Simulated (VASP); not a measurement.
Set up this calculation in VASP 6.6.1, as the native input.

- Task: single point
- Functional: PBE
- Potentials or basis: VASP PAW PBE potentials, release 64 (Ti_sv, Al)
- Cutoff: 520 eV
- k mesh: 14 × 14 × 14
- Occupations: gaussian, width 0.1 eV
- Spin: no spin polarisation
- Dipole correction: no
- Further INCAR settings: ALGO = Normal; EDIFF = 1e-07; NBANDS = 14

The structure of TiAl lies in POSCAR:

```
TiAl
1.0
    3.1952136451      0.0000000000      0.0000000000
    0.0000000000      3.1952136451      0.0000000000
    0.0000000000      0.0000000000      3.1952136451
Ti Al
1 1
Direct
    0.0000000000      0.0000000000      0.0000000000
    0.5000000000      0.5000000000      0.5000000000
```

The cell comes from a database or a generator and needn't be the stable form of this composition.

The cell isn't the ideal one: strained and moved within the space group.

These files were run (other wordings do the same):

INCAR

```
ALGO = Normal
EDIFF = 1E-7
ENCUT = 520
GGA = PE
ISIF = 2
ISMEAR = 0
LASPH = True
LCHARG = False
LREAL = False
LWAVE = False
NBANDS = 14
NELM = 100
PREC = Accurate
SIGMA = 0.1
```

KPOINTS

```
k-points
0
Gamma
  14 14 14
```

Potentials or basis: VASP PAW PBE potentials, release 64 (Ti_sv, Al).

Run with:

```sh
$ cat potpaw_PBE.64/Ti_sv/POTCAR potpaw_PBE.64/Al/POTCAR > POTCAR
$ mpirun -np 1 vasp_std > vasp.out
```

It gave:

* Pressure: -0.9 GPa
* Band gap on the k mesh: none (metal or under the smearing width)

Wall time 12 s on 1 thread of Intel(R) Xeon(R) 6975P-C (Granite Rapids) (shared host), peak memory 0.17 GiB.
